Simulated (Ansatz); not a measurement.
Si: the change of phonon heat capacity and phonon entropy with temperature

All results are calculated (Ansatz 0.2.0). Harmonic vibrational free energy, entropy and heat capacity at constant volume, per atom, from the force constants of a q mesh, imaginary modes left out; plane waves with PAW datasets, Gamma-centred k mesh.

Structure of every row (space group Cmcm, No. 63):
```
Si
1.0
      2.8720    -5.9828     0.0000
      2.8720     5.9828     0.0000
      0.0000     0.0000     3.8472
Si
6
Direct
  0.01111 0.40150 0.75000
  0.40150 0.01111 0.25000
  0.59850 0.98889 0.75000
  0.98889 0.59850 0.25000
  0.44399 0.55601 0.75000
  0.55601 0.44399 0.25000
```

Settings of every row: functional PBE; dispersion none; spin none; wave cutoff 420 eV; k mesh 8x8x10; occupations fixed; smearing width 0 eV; pressure 0 GPa; phonon method linear response; q mesh 1x1x2.

Limits: a crossing between the sampled k points may be missed; coarse q mesh; field response not converged on the k mesh; phonon interpolation lacks quadrupole term; the cell comes from a prototype or a list of computed structures and needn't be the stable phase.

| row | temperature (K) | phonon heat capacity (kB/atom) | phonon entropy (kB/atom) | phonon free energy (meV/atom) |
| --- | --- | --- | --- | --- |
| 1 | 200 | 1.965 | 1.621 | 47.1 |
| 2 | 300 | 2.434 | 2.519 | 29.1 |
| 3 | 400 | 2.654 | 3.253 | 4.1 |
| 4 | 500 | 2.77 | 3.859 | -26.6 |
| 5 | 600 | ? | ? | ? |
| 6 | 700 | 2.878 | 4.811 | -101.7 |
| 7 | 800 | 2.906 | 5.197 | -144.9 |
| 8 | 900 | 2.925 | 5.541 | -191.2 |
| 9 | 1000 | 2.939 | 5.85 | -240.3 |

Question: what phonon heat capacity and phonon entropy should row 5 give?

Worked fit of phonon heat capacity. At high temperature a harmonic heat capacity falls short of its limit by a term in 1/T², so take t = (100 K / T)². The shown rows have t = 0.25, 0.11111, 0.0625, 0.04, 0.02041, 0.01562, 0.01235, 0.01. Least squares give phonon heat capacity = 2.9951 − 5.8442 × t + 6.901 × t² kB/atom; a straight line predicts inner rows, each left out in turn, worse (root mean square 0.041 against 0.004 kB/atom). The rows lie off it by 0.000, 0.003, -0.003, -0.002, -0.001, 0.001, 0.001, 0.002. The constant, 2.9951 kB/atom, is to be held against the harmonic limit of 3 k_B an atom. The withheld row has t = 0.02778, so the fit gives 2.9951 − 5.8442 × (0.02778) + 6.901 × (0.02778)² = 2.838 kB/atom.

The calculation gave 2.836 kB/atom. The fit lies 0.002 kB/atom (0.21 % of the column's range) above it; its largest miss of a shown row is 0.003 kB/atom.

Worked fit of phonon entropy. Entropy rises as the heat capacity times the change of ln T, so take t = ln(T / 300 K). The shown rows have t = -0.4055, 0, 0.2877, 0.5108, 0.8473, 0.9808, 1.0986, 1.204. Least squares give phonon entropy = 2.5414 + 2.41645 × t + 0.28661 × t² kB/atom; a straight line predicts inner rows, each left out in turn, worse (root mean square 0.068 against 0.018 kB/atom). The rows lie off it by 0.012, -0.022, -0.007, 0.008, 0.016, 0.010, -0.001, -0.016 (root mean square 0.013 kB/atom), a smooth pattern that one more power would take up: the form is only approximate. The slope at t = 0, 2.42 kB/atom, estimates the heat capacity at 300 K. The withheld row has t = 0.6931, so the fit gives 2.5414 + 2.41645 × (0.6931) + 0.28661 × (0.6931)² = 4.354 kB/atom.

The calculation gave 4.37 kB/atom. The fit lies 0.016 kB/atom (0.38 % of the column's range) below it; its largest miss of a shown row is 0.022 kB/atom.

The other values of row 5: phonon free energy -62.1 meV/atom.
